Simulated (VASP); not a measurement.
Here is a VASP 6.6.1 calculation.

Contents of INCAR:

```
ALGO = Normal
EDIFF = 1E-6
EDIFFG = -0.02
ENCUT = 900
GGA = PE
IBRION = 2
ISIF = 3
ISMEAR = -1
LASPH = T
LCHARG = F
LREAL = F
LWAVE = F
NELM = 60
NSW = 40
PREC = Accurate
SIGMA = 0.05
```

The input KPOINTS:

```
k-points
0
Gamma
  9 9 9
```

Contents of POSCAR:

```
BeS
1.0
    0.0000000000      2.4250000000      2.4250000000
    2.4250000000      0.0000000000      2.4250000000
    2.4250000000      2.4250000000      0.0000000000
S Be
1 1
Direct
    0.7500000000      0.7500000000      0.7500000000
    0.0000000000      0.0000000000      0.0000000000
```

Potentials or basis: VASP PAW PBE potentials, release 64 (S_GW, Be_GW).

Run with:

```console
$ cat potpaw_PBE.64/S_GW/POTCAR potpaw_PBE.64/Be_GW/POTCAR > POTCAR
$ mpirun -np 1 vasp_std > vasp.out
```

Problem. Estimate the band gap on the k mesh.

Solution. 3.24 eV, indirect (least direct gap 5.66 eV).

Problem. Predict the relaxed cell.

Solution. a = 3.450 Å, b = 3.450 Å, c = 3.450 Å, α = 60.00°, β = 60.00°, γ = 60.00°.

The path:
```
step  energy change (eV)  largest force (eV/Å)  pressure (GPa)  volume (Å³)
   1              0.0000                0.0000            1.72        28.52
   2             -0.0026                0.0000           -0.40        29.16
   3             -0.0027                0.0000            0.02        29.03
```

Caveat: an odd mesh through Γ misses points on the zone boundary, where band edges often lie.
